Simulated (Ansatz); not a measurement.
# A point defect in Si: Mg interstitial

What does a Mg interstitial cost in Si, and how do its neighbours move? It is set in a cell of 32 host atoms, in the charges +2, +1, 0.

Program: Ansatz 0.2.0. Level of theory: DFT PBE, scalar-relativistic, plane waves, PAW. These are calculated values, not measurements.

### Step 1. The structure to begin with

The structure is cubic, space group Fd-3m (No. 227). Conventional cell: a = 5.444 Å, b = 5.444 Å, c = 5.444 Å, α = 90.00°, β = 90.00°, γ = 90.00°. Around Si (site symmetry -43m) lie 4 Si at 2.36 Å.

As a file:

```
Si
1.0
     0.00000    2.72185    2.72185
     2.72185    0.00000    2.72185
     2.72185    2.72185    0.00000
Si
2
Direct
  0.75000 0.75000 0.75000
  0.50000 0.50000 0.50000
```

The structure comes from the Materials Project (structure only).

(A quick probe on a coarse mesh, which set the mesh and smearing, is not shown.)

### Step 3. Relaxing cell and atoms

File input.yaml:

```yaml
crystal:
  lattice:
    - [0.0, 2.72185119, 2.72185119]
    - [2.72185119, 0.0, 2.72185119]
    - [2.72185119, 2.72185119, 0.0]
  atoms:
    - { symbol: Si, position: [0.75, 0.75, 0.75] }
    - { symbol: Si, position: [0.5, 0.5, 0.5] }
basis:
  ecutwfc: 420
kpoints:
  mp_grid: { grid: [8, 8, 8] }
hamiltonian:
  xc: pbe
scf:
  occupations: { method: gaussian, width: 0.02 }
output:
  forces: true
  stress: true
  eigenvalues: true
relax:
  adjacent_minimum: "off"
  f_tol: 0.005
  max_steps: 80
  cell: { stress_tol: 0.05 }
```

Launch:

```console
$ ansatz run input.yaml --threads 4 --pin off --max-ram 8192MiB --backend cpu --events-out ev --progress --plain --runs-dir out
```

The session goes on with these runs: band edges over the zone of the host; screening of the host, by linear response; reference: the perfect crystal in the supercell; relaxing the defect, charge 0; charge state +1; charge state +2.

What does the calculation give? Wanted: relaxed cell; volume; host gap; formation energy, neutral; nearest atoms after relaxation, one image of each, neutral.

As calculated:

| quantity | value |
| --- | --- |
| relaxed cell (conventional) | a = 5.470 Å, b = 5.470 Å, c = 5.470 Å, α = 90.00°, β = 90.00°, γ = 90.00° |
| space group (0.01 Å) | Fd-3m (No. 227) |
| volume | 20.46 Å³/atom |
| host gap | 0.61 eV |
| formation energy, neutral | 2.17 eV |
| nearest atoms after relaxation, one image of each, neutral | 4 Si at 2.52 Å, 6 Si at 2.77 Å |
| level (+2/+1) above the valence top | 0.16 eV |
| level (+1/0) above the valence top | 0.63 eV (outside the gap) |

In words: The cell grew by 1.5 % in volume on relaxing. Forming the neutral defect takes 2.17 eV with the elements as reservoirs. Spin polarisation was off in the neutral run, so a moment could not show there. Among the charges computed the stable one is +2 at the valence top, changing to +1 at 0.16 eV, in a gap of 0.61 eV. The alignment term, up to 0.47 eV here, is marked as doubtful by the program in a cell of this size. Levels are placed in the host's Kohn-Sham gap, which is usually too small at this level and squeezes them. With 32 host sites the defect feels its images, so energies are good to tenths of an eV at best. Other minima may exist. Where the defect's electrons or holes spill into a band, band filling in so small a cell adds more. Starting moments were lost in some runs.
